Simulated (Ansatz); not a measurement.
## How the functional moves the response of AlP (F-43m) (LDA, r²SCAN and PBEsol)

```yaml
crystal:
  lattice:
    - [0.00000, 2.71693, 2.71693]
    - [2.71693, 0.00000, 2.71693]
    - [2.71693, 2.71693, 0.00000]
  atoms:
    - { symbol: Al, position: [0.00000, 0.00000, 0.00000] }
    - { symbol: P, position: [0.75000, 0.75000, 0.75000] }
```

This cell (20.06 Å³ an atom) was relaxed by PAW under LDA, and each functional gets its own cell relaxed so. Quantity: harmonic phonons by finite displacements (no LO-TO term; negative means unstable), on a 2×2×2 q mesh.

Runs: (1) LDA, PAW on Ansatz 0.2.0's default frozen-core files (fitted under PBE), scalar-relativistic; k mesh 8×8×8, fixed occupations, cutoff 420 eV. (2) r²SCAN, PAW on Ansatz 0.2.0's default frozen-core files (fitted under PBE), scalar-relativistic; k mesh 6×6×6, fixed occupations, cutoff 500 eV. (3) PBEsol, PAW on Ansatz 0.2.0's default frozen-core files (fitted under PBE), scalar-relativistic; k mesh 8×8×8, fixed occupations, cutoff 420 eV.

Under LDA: highest mode = 440 cm⁻¹, lowest at L = 102 cm⁻¹, lowest at X = 138 cm⁻¹, highest at Γ = 440 cm⁻¹.

Task: Which way does r²SCAN move the volume, and by how much?

Result: a = 5.478 Å, 20.55 Å³ an atom: 2.5 % larger.

Task: What does r²SCAN give for these quantities?

Result: 

| quantity | LDA | r²SCAN | change |
| --- | --- | --- | --- |
| highest mode | 440 cm⁻¹ | 440 cm⁻¹ | under 1 % |
| lowest at L | 102 cm⁻¹ | 113 cm⁻¹ | +11 % |
| lowest at X | 138 cm⁻¹ | 155 cm⁻¹ | +13 % |
| highest at Γ | 440 cm⁻¹ | 440 cm⁻¹ | under 1 % |

Task: Which way does PBEsol move the volume, and by how much?

Result: a = 5.470 Å, 20.46 Å³ an atom: 2.0 % larger.

Task: What does PBEsol give for these quantities?

Result: 

```json
{"quantity": "highest mode", "LDA": "440 cm⁻¹", "PBEsol": "434 cm⁻¹", "change": "-1 %"}
{"quantity": "lowest at L", "LDA": "102 cm⁻¹", "PBEsol": "101 cm⁻¹", "change": "under 1 %"}
{"quantity": "lowest at X", "LDA": "138 cm⁻¹", "PBEsol": "136 cm⁻¹", "change": "-1 %"}
{"quantity": "highest at Γ", "LDA": "440 cm⁻¹", "PBEsol": "434 cm⁻¹", "change": "-1 %"}
```

Limits of these numbers: frozen-core PAW files fitted under PBE, their cores solved anew for the functional of the run.
